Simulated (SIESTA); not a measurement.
Sb:

```xyz
2
Lattice="2.1542 1.2437 3.7580 -2.1542 1.2437 3.7580 0.0000 -2.4875 3.7580" Properties=species:S:1:pos:R:3 pbc="T T T"
Sb    0.0000    0.0000    8.6416
Sb    0.0000    0.0000    2.6324
```

Base run:

| Quantity | Value |
| --- | --- |
| Program | SIESTA 5.4.2 |
| Functional | PBE |
| Potentials or basis | PseudoDojo 0.4 standard (PBE files) |
| Basis | DZP (energy shift 0.003 Ry; two zetas on semicore shells) |
| Grid cutoff | 500 Ry |
| Energy shift | 0.003 Ry |
| k mesh | 8 × 8 × 8 |
| Occupations | fermi-dirac, width 0.05 eV |
| Spin | no spin polarisation |

Its results: band gap on the k mesh none (metal or under the smearing width); pressure 3.6 GPa; largest force 0.380 eV/Å.

Question: After a change of settings the same cell gave: band gap on the k mesh none (metal or under the smearing width); pressure 4.9 GPa; largest force 0.397 eV/Å. Which change was it?
A. functional from PBE to vdW-DF-cx
B. functional from PBE to BLYP
C. functional from PBE to RPBE
D. functional from PBE to AM05; potentials or basis from PseudoDojo 0.4 standard (PBE files) to PseudoDojo 0.4 standard (PBEsol files)

Answer: C.

RPBE binds less tightly than PBE, so the same cell stands under more pressure.

Caveats: the basis of atomic orbitals isn't converged, which shifts pressures, moduli and gaps; the potentials were made for another functional, which shifts forces and pressure (some runs).

Not every run made on this cell is shown here.
